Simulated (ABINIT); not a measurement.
Input of an ABINIT 10.8.3 (patched build) run:

run.abi

```
# Pseudopotentials
pp_dirpath "./"
pseudos "Cu.upf, O.upf"

# Structure
acell 2.9004842893 2.9004842893 5.1288 Angstrom
rprim
     0.8073996500    -0.5900049196     0.0000000000
     0.8073996500     0.5900049196     0.0000000000
    -0.1657361228     0.0000000000     0.9861701362
ntypat 2
znucl 29 8
natom 4
typat 1 1 2 2
xred
     0.5000000000     0.0000000000     0.5000000000
     0.0000000000     0.5000000000     0.0000000000
     0.4184000000     0.5816000000     0.7500000000
     0.5816000000     0.4184000000     0.2500000000
chkprim 0
chksymtnons 0
tolsym 1.0e-6

# Plane-wave basis
ecut 1142.878222 eV

# k points
kptopt 1
ngkpt 8 8 4
nshiftk 1
shiftk 0.0 0.0 0.0

# Exchange and correlation
ixc -116133

# Bands and occupations
nband 30
occopt 3
tsmear 0.05 eV

# SCF cycle
nstep 100
tolvrs 1.0e-10

# Output
iomode 3
prtwf 0
prteig 0
prtebands 0
prtden 1
prtvha 1
prtvclmb 1
prtpot 1
prtelf 1
```

Potentials or basis: PseudoDojo NC SR PBEsol v0.4.1 standard.

Command:

```console
$ abinit run.abi > log 2>&1
```

Q: Estimate the band gap on the k mesh.

A: None (metal or under the smearing width).

Q: What does it give for the pressure?

A: -4.0 GPa.

Stress tensor (GPa, compression positive):
```
-4.71  0.00 -0.36
 0.00 -1.39  0.00
-0.36  0.00 -6.02
```

Caveat: the run has no spin polarisation, though such a crystal can be magnetic; semilocal functionals often make such compounds metallic where correlation or magnetic order opens a gap, which also shifts bond lengths. With open d or f shells a metallic result of PBEsol can be an artefact of self-interaction; +U or a hybrid may open a gap.
